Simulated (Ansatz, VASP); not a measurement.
# Cross-check of Ga7As7H18 (GaAs wire along [111], 14 atoms a period, H-terminated) between VASP and Ansatz

One calculation is typed for both programs; each brings its own data sets. How far apart do they land? The structure shown is the start of the Ansatz relaxation below; VASP solves that cell, so the two are compared at the walk's first step.

Main program and level: Ansatz 0.2.0; plane waves, with VASP 6.6.1 beside it; single point at PBE.

### 1. Starting point

The cell holds 32 atoms: 7 Ga, 7 As and 18 H. Its edges and angles: a = 13.446 Å, b = 14.446 Å, c = 9.959 Å, α = 90.0°, β = 90.0°, γ = 90.0°. Vacuum lies along a and b. The structure's axis is c.

### 2. Ansatz: relaxation, PBE

Ansatz runs on its PAW soft_1 files.

The two programs are compared at the cell with which this relaxation starts, whose forces are those of its first step.

input.yaml reads:

```yaml
crystal:
  lattice:
    - [13.446, 0.0, 0.0]
    - [0.0, 14.446, 0.0]
    - [0.0, 0.0, 9.9592921435]
  atoms:
    - { symbol: Ga, position: [0.499999747, 0.500973692, 0.0] }
    - { symbol: As, position: [0.499999747, 0.500973692, 0.25] }
    - { symbol: H, position: [0.252863305, 0.47128418, 0.280451396] }
    - { symbol: H, position: [0.348807422, 0.316607631, 0.280451396] }
    - { symbol: H, position: [0.40405563, 0.715029265, 0.280451396] }
    - { symbol: H, position: [0.595943864, 0.715029265, 0.280451396] }
    - { symbol: H, position: [0.651192071, 0.316607631, 0.280451396] }
    - { symbol: H, position: [0.747136188, 0.47128418, 0.280451396] }
    - { symbol: Ga, position: [0.348807422, 0.41972533, 0.333333333] }
    - { symbol: Ga, position: [0.499999747, 0.663470416, 0.333333333] }
    - { symbol: Ga, position: [0.651192071, 0.41972533, 0.333333333] }
    - { symbol: As, position: [0.348807422, 0.41972533, 0.583333333] }
    - { symbol: As, position: [0.499999747, 0.663470416, 0.583333333] }
    - { symbol: As, position: [0.651192071, 0.41972533, 0.583333333] }
    - { symbol: H, position: [0.252863305, 0.633780904, 0.613784729] }
    - { symbol: H, position: [0.499999747, 0.235359269, 0.613784729] }
    - { symbol: H, position: [0.747136188, 0.633780904, 0.613784729] }
    - { symbol: H, position: [0.254685029, 0.369145446, 0.635211184] }
    - { symbol: H, position: [0.499999747, 0.764630184, 0.635211184] }
    - { symbol: H, position: [0.745314465, 0.369145446, 0.635211184] }
    - { symbol: Ga, position: [0.348807422, 0.582222054, 0.666666667] }
    - { symbol: Ga, position: [0.499999747, 0.338476968, 0.666666667] }
    - { symbol: Ga, position: [0.651192071, 0.582222054, 0.666666667] }
    - { symbol: As, position: [0.348807422, 0.582222054, 0.916666667] }
    - { symbol: As, position: [0.499999747, 0.338476968, 0.916666667] }
    - { symbol: As, position: [0.651192071, 0.582222054, 0.916666667] }
    - { symbol: H, position: [0.254685029, 0.53164217, 0.968544517] }
    - { symbol: H, position: [0.348807422, 0.683381822, 0.968544517] }
    - { symbol: H, position: [0.405877353, 0.287897084, 0.968544517] }
    - { symbol: H, position: [0.59412214, 0.287897084, 0.968544517] }
    - { symbol: H, position: [0.651192071, 0.683381822, 0.968544517] }
    - { symbol: H, position: [0.745314465, 0.53164217, 0.968544517] }
kpoints:
  mp_grid: { grid: [1, 1, 9] }
scf:
  occupations: { method: fermi_dirac, width: 0.05 }
hamiltonian:
  xc: pbe
  pseudopotentials: { kind: paw, azcp: { folder: soft_1 } }
relax:
  cell: { fix: [a, b, alpha, beta, gamma] }
  max_steps: 45
  f_tol: 0.03
```

The run is started by

```bash
> ansatz run input.yaml --threads 4 --pin off --max-ram 16384MiB --backend cpu --events-out ev --progress --plain --runs-dir out
```

Numbers of over 12 decimals in the logs are rounded to 6 here.

The program printed:

```text
Engine: ansatz 0.2.0, aarch64-unknown-linux-gnu
Pseudopotentials: kind: paw
Pseudopotential: Ga, paw, valence charge 13, recommended cutoff 420 eV (normal), soft_1/Ga.paw.azcp
Pseudopotential: As, paw, valence charge 15, recommended cutoff 420 eV (normal), soft_1/As.paw.azcp
Pseudopotential: H, paw, valence charge 1, recommended cutoff 420 eV (normal), soft_1/H.paw.azcp
Functional definition: PBE
  parameter kappa = 0.804
  parameter beta = 0.066725
  exchange = pbe_x(kappa = kappa, mu = beta*pi^2/3)
  correlation = pbe_c(beta = beta)
Crystal: 32 atoms, lattice volume = 1934.502 Å³
Basis set: ecut = 420 eV, 37761 PW (Γ), exchange–correlation on 180×200×144 points (8 copies of the dense FFT grid, shifted against one another)
Bands: 139, of which v1, the nominal top of the filled ones, is band 107 counted from 1 (106 counted from 0)
Symmetry: 2 space group operations
Space group: Pm (ITA 6), of the structure as read, at distance tolerance 1.2e-4 Å
k-points: 5 of 9 (time reversal used)
Non-local potential: Ga, projectors of the file, l = 0: 2, l = 1: 2, l = 2: 3, l = 3: 1
Non-local potential: As, projectors of the file, l = 0: 2, l = 1: 2, l = 2: 3, l = 3: 1
Non-local potential: H, projectors of the file, l = 0: 2, l = 1: 1
PAW form: soft (Blöchl's): semilocal exchange-correlation on the pseudo side does not see the compensation charge
PAW one-centre angular grid: Ga, 590 points (default); XC on 64 Gauss nodes
PAW one-centre angular grid: As, 590 points (default); XC on 64 Gauss nodes
PAW one-centre angular grid: H, 110 points (default); XC on 64 Gauss nodes
Initial density: superposition of atomic densities (neutral atoms: chi_scale 0, normalization atom)
Initial wavefunctions: pseudopotential atomic-orbital guess
Functional: x = pbe(κ = 0.804, μ = 0.219515), c = pbe(β = 0.066725)
SCF iter   1: F=—  HF=-60763.307389 eV  |F-HF|=—  |Δ(HF+E_count)|=         —  Δρ=3.05e-2  dr2=1.83e1  ethr=3.10e-3  ⟨swp⟩=6.6  Hψ=3014  notcnv=0  defer=26
preconditioner: auto → Resta (q_TF=auto, 1.890 Å⁻¹)  ε∞=1.5  [insulator: Δε(μ)=3.349 eV  Ē_g=13.827 eV  σ=0.050 eV  W_gap=1.00  n_scr=212 (ndim 8)  ℏωp=10.1 eV  f_vac=0.658  D(μ)=0.00/eV (n_scr^D=0)  ε∞_Penn≈1.5  vacuum switching on, ρ_ref=1.4e-2 e/Å³]
SCF iter   2: F=—  HF=-60758.155310 eV  |F-HF|=—  |Δ(HF+E_count)|=    5.15e0  Δρ=1.28e-2  dr2=3.08e0  ethr=3.10e-3  ⟨swp⟩=3.0  Hψ=1168  notcnv=0  defer=131
SCF iter   3: F=—  HF=-60757.509790 eV  |F-HF|=—  |Δ(HF+E_count)|=   6.46e-1  Δρ=3.66e-3  dr2=6.27e-1  ethr=1.44e-3  ⟨swp⟩=3.2  Hψ=1235  notcnv=0  defer=123
SCF iter   4: F=—  HF=-60757.327866 eV  |F-HF|=—  |Δ(HF+E_count)|=   1.82e-1  Δρ=1.30e-3  dr2=2.26e-2  ethr=2.93e-4  ⟨swp⟩=4.0  Hψ=1035  notcnv=0  defer=123
SCF iter   5: F=—  HF=-60757.330845 eV  |F-HF|=—  |Δ(HF+E_count)|=   2.98e-3  Δρ=3.80e-4  dr2=2.27e-3  ethr=1.06e-5  ⟨swp⟩=3.0  Hψ=1222  notcnv=0  defer=115
SCF iter   6: F=—  HF=-60757.330540 eV  |F-HF|=—  |Δ(HF+E_count)|=   3.05e-4  Δρ=1.26e-4  dr2=2.46e-4  ethr=1.06e-6  ⟨swp⟩=2.0  Hψ=940  notcnv=0  defer=115
SCF iter   7: F=—  HF=-60757.330691 eV  |F-HF|=—  |Δ(HF+E_count)|=   1.51e-4  Δρ=4.25e-5  dr2=3.11e-5  ethr=1.15e-7  ⟨swp⟩=2.0  Hψ=840  notcnv=0  defer=115
SCF iter   8: F=—  HF=-60757.330571 eV  |F-HF|=—  |Δ(HF+E_count)|=   1.20e-4  Δρ=1.29e-5  dr2=3.15e-6  ethr=1.46e-8  ⟨swp⟩=2.0  Hψ=988  notcnv=0  defer=115
SCF iter   9: F=—  HF=-60757.330573 eV  |F-HF|=—  |Δ(HF+E_count)|=   2.07e-6  Δρ=4.22e-6  dr2=3.41e-7  ethr=1.47e-9  ⟨swp⟩=2.0  Hψ=915  notcnv=0  defer=115
SCF iter  10: F=-60757.330573 eV  HF=-60757.330573 eV  |F-HF|=4.19e-9  |Δ(HF+E_count)|=   4.67e-7  Δρ=1.34e-6  dr2=4.34e-8  ethr=4.67e-11  ⟨swp⟩=4.0  Hψ=2309  notcnv=0
SCF 1 converged in 10 iterations: F = -60757.330573 eV  dr2 = 4.34e-8
  greatest PAW one-centre occupation: 0.999 electrons in one spin orbital (limit 2), on the As atom at site 25 (counted from 0), in its partial waves of l = 2
relax step   1: F+E_penalty+E_count = -60757.33057321 eV  Δ(F+E_penalty+E_count) = +0.000e0 eV  max|allowed force component| = 1.566e0 eV/Å  Δτ_max = 0.0000 Å  P = -0.320 GPa  Ω = 1934.502 Å³  fix = [a, b, alpha, beta, gamma]  reactions: a -0.456, b -0.459 GPa; alpha -0.001 GPa/rad  (10 SCF iters, dr2 threshold 1.00e-7 eV, accepted)
[...]
relax step   6: F+E_penalty+E_count = -60758.68551917 eV  Δ(F+E_penalty+E_count) = -2.961e-3 eV  max|allowed force component| = 2.149e-2 eV/Å  Δτ_max = 0.0215 Å  P = +0.004 GPa  Ω = 1934.461 Å³  energy of the carried Pulay correction = +4.948e-6 eV  fix = [a, b, alpha, beta, gamma]  reactions: a +0.004, b +0.001 GPa; alpha -0.000 GPa/rad  (6 SCF iters, dr2 threshold 4.86e-7 eV, accepted)
[...]
relax step   7: F+E_penalty+E_count = -60758.68551374 eV  Δ(F+E_penalty+E_count) = +5.436e-6 eV  max|allowed force component| = 2.147e-2 eV/Å  Δτ_max = 0.0000 Å  P = +0.004 GPa  Ω = 1934.461 Å³  fix = [a, b, alpha, beta, gamma]  reactions: a +0.005, b +0.001 GPa; alpha -0.000 GPa/rad  stress off target by 7.34e-3 GPa on what of the cell is left free  SCF on the basis re-selected at this cell (its energy is not comparable with the rows above)  (4 SCF iters)
basis re-selected at this cell: Δ(F+E_penalty+E_count) = +5.436e-6 eV, ΔP = +0.000 GPa vs the last step (what re-selecting the basis moved, of the pressure what is left beyond the Pulay correction that the steps carried, after the strain that the cell walked since its last selection, with what the two solves' SCF thresholds leave and, on support functions, any second-order correction that the steps lacked; it is no m [...]
SCF converged after 4 iterations
Free energy (F): -60758.685514 eV
Harris-Foulkes:  -60758.685514 eV  (|F-HF|=1.16e-10)
Internal energy: -60758.685514 eV  (E = F + TS)
E sigma→0 (E₀):  -60758.685514 eV
Fermi energy:    -2.000905 eV
--- Per-component energies (eV) ---
  E_band       = -4398.979766
  E_kinetic    = 1690.502058
  E_local      = -91204.945356  (includes V_loc(G=0)·N_el)
  E_nonlocal   = -3390.824353
  E_hartree    = 46628.603442
  E_xc         = -1086.343689
  E_vxc        = -1100.793779  (∫ρ·V_xc dr)
  E_paw        = -28045.888410  (= ΣΔE_a)
  E_vpaw       = -3650.105395  (= ΣTr[D̂ρ^β])
  E_aug_tail   = -0.018281  (compensation charges beyond the density's cutoff)
  E_ewald      = 14650.229076
  E_smearing   = -0.000000  (= −TS)
  E_closure    = -0.000000  (closes the sum)
  Σ components = -60758.685514   (vs F -60758.685514, Δ=0.00e0)
--- Forces (eV/Å), atoms counted from 1 ---
  atom   1  Ga     0.00000000    -0.00008493    -0.02147077
  atom   2  As     0.00000000    -0.00014538     0.00760243
  atom   3  H      0.00075081     0.00052106    -0.00381338
  atom   4  H      0.00107588     0.00012347    -0.00365253
  atom   5  H     -0.00020535    -0.00109333    -0.00376554
  atom   6  H      0.00020535    -0.00109333    -0.00376554
  atom   7  H     -0.00107588     0.00012347    -0.00365253
  atom   8  H     -0.00075081     0.00052106    -0.00381338
  atom   9  Ga    -0.00812896    -0.00422126     0.00580304
  atom  10  Ga     0.00000000     0.00933061     0.00589992
  atom  11  Ga     0.00812896    -0.00422126     0.00580304
  atom  12  As     0.00280709     0.00151052     0.00450674
  atom  13  As     0.00000000    -0.00298299     0.00463054
  atom  14  As    -0.00280709     0.00151052     0.00450674
  atom  15  H     -0.00083775     0.00046628     0.00670405
  atom  16  H      0.00000000    -0.00107229     0.00675530
  atom  17  H      0.00083775     0.00046628     0.00670405
  atom  18  H     -0.00121360    -0.00088967    -0.00532209
  atom  19  H      0.00000000     0.00159789    -0.00540870
  atom  20  H      0.00121360    -0.00088967    -0.00532209
  atom  21  Ga     0.01243453    -0.00704152    -0.00231478
  atom  22  Ga     0.00000000     0.01450270    -0.00210111
  atom  23  Ga    -0.01243453    -0.00704152    -0.00231478
  atom  24  As     0.00594483    -0.00350435     0.00049665
  atom  25  As     0.00000000     0.00709505     0.00022093
  atom  26  As    -0.00594483    -0.00350435     0.00049665
  atom  27  H     -0.00477594     0.00155736     0.00109800
  atom  28  H     -0.00372957     0.00340816     0.00104646
  atom  29  H     -0.00112770    -0.00495586     0.00114942
  atom  30  H      0.00112770    -0.00495586     0.00114942
  atom  31  H      0.00372957     0.00340816     0.00104646
  atom  32  H      0.00477594     0.00155736     0.00109800
  max |Σ_I F_I| component: 2.36e-6 eV/Å
--- Stress (GPa, compression-positive) ---
        0.004662       0.000000       0.000000
        0.000000       0.000612       0.000309
        0.000000       0.000309       0.007337
  P = ⅓ Tr σ = 0.0042 GPa (0.042 kbar)
--- Relaxed structure (6 steps of the walk, 6 accepted, 1 SCFs on fresh bases) ---
  F+E_penalty+E_count = -60758.68551374 eV   max|allowed force component| = 2.147e-2 eV/Å   (the final SCF, on the basis selected at the relaxed cell)
  cell:  # Å, volume = 1934.4610 Å³
    - [13.446, 0.0, 0.0]
    - [0.0, 14.446, 0]
    - [0.0, 0, 9.959081]
  atoms:
    - { symbol: Ga, position: [0.500000, 0.501014, 0.032607] }
    - { symbol: As, position: [0.500000, 0.500956, 0.273476] }
    - { symbol: H, position: [0.250134, 0.476928, 0.281310] }
    - { symbol: H, position: [0.352839, 0.311469, 0.281421] }
    - { symbol: H, position: [0.397337, 0.714326, 0.281305] }
    - { symbol: H, position: [0.602663, 0.714326, 0.281305] }
    - { symbol: H, position: [0.647161, 0.311469, 0.281421] }
    - { symbol: H, position: [0.749866, 0.476928, 0.281310] }
    - { symbol: Ga, position: [0.341573, 0.415777, 0.321285] }
    - { symbol: Ga, position: [0.500000, 0.671276, 0.321277] }
    - { symbol: Ga, position: [0.658427, 0.415777, 0.321285] }
    - { symbol: As, position: [0.355798, 0.423493, 0.575656] }
    - { symbol: As, position: [0.500000, 0.655998, 0.575636] }
    - { symbol: As, position: [0.644202, 0.423493, 0.575656] }
    - { symbol: H, position: [0.246324, 0.637260, 0.621979] }
    - { symbol: H, position: [0.500000, 0.228356, 0.622000] }
    - { symbol: H, position: [0.753676, 0.637260, 0.621979] }
    - { symbol: H, position: [0.266263, 0.375389, 0.638497] }
    - { symbol: H, position: [0.500000, 0.752226, 0.638448] }
    - { symbol: H, position: [0.733737, 0.375389, 0.638497] }
    - { symbol: Ga, position: [0.344484, 0.584587, 0.656009] }
    - { symbol: Ga, position: [0.500000, 0.333836, 0.656041] }
    - { symbol: Ga, position: [0.655516, 0.584587, 0.656009] }
    - { symbol: As, position: [0.358935, 0.576820, 0.910174] }
    - { symbol: As, position: [0.500000, 0.349378, 0.910188] }
    - { symbol: As, position: [0.641065, 0.576820, 0.910174] }
    - { symbol: H, position: [0.264646, 0.536839, 0.971009] }
    - { symbol: H, position: [0.348989, 0.672817, 0.970994] }
    - { symbol: H, position: [0.415656, 0.293355, 0.971007] }
    - { symbol: H, position: [0.584344, 0.293355, 0.971007] }
    - { symbol: H, position: [0.651011, 0.672817, 0.970994] }
    - { symbol: H, position: [0.735354, 0.536839, 0.971009] }
```

(Part 1 of 2 ends here.)

[Lines on the potential files, build, host, timing and source positions are cut from VASP's logs without a mark.]

[Logs are printed without paths, hosts, clocks, repeated set-up lines and the standing remarks that a program may print on its own settings, such as how far it seeks lower states.]

[Hosts, paths, dates, database ids (printed as entryN), source tags and the programs' standing remarks are cut or masked in the printed files.]
